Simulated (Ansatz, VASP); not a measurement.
# One calculation of InAs, two programs

```
In As
1.0
     0.00000    3.01800    3.01800
     3.01800    0.00000    3.01800
     3.01800    3.01800    0.00000
In As
1 1
Direct
  0.00000 0.00000 0.00000
  0.75000 0.75000 0.75000
```

Alike in both runs: task single point; functional HSE(alpha, omega); k mesh 4 × 4 × 4; occupations fermi-dirac, width 0.05 eV; no spin polarisation.

```csv
,VASP,Ansatz
version,VASP 6.6.1,Ansatz 0.2.0
potentials or method,"VASP PAW PBE potentials, release 64 (In_d, As)",Ansatz PAW
plane-wave cutoff (eV),520,420
valence electrons in the cell,18,28
```

|  | VASP | Ansatz | Ansatz less VASP |
| --- | --- | --- | --- |
| gap on the k mesh at the Fermi level (eV) | 0.75 | 0.75 | -0.004 |
| least direct gap on the mesh (eV) | 0.75 | 0.75 | -0.004 |
| pressure (GPa) | 2.1 | 2.3 | +0.23 |

The two sets of potentials don't hold the same shells in valence.

Caveats: the k mesh is coarse (spacing up to 0.45 Å⁻¹), so the values aren't converged, least of all with exact exchange; spin-orbit coupling is left out, which moves the levels of the heavy elements; the PAW data sets were made with another functional, which shifts forces and pressure a little (VASP); the PAW data sets come from PBE, with cores solved anew for the run's functional, which leaves a small shift of forces and pressure (Ansatz); the thresholds are loose for stress (Ansatz).
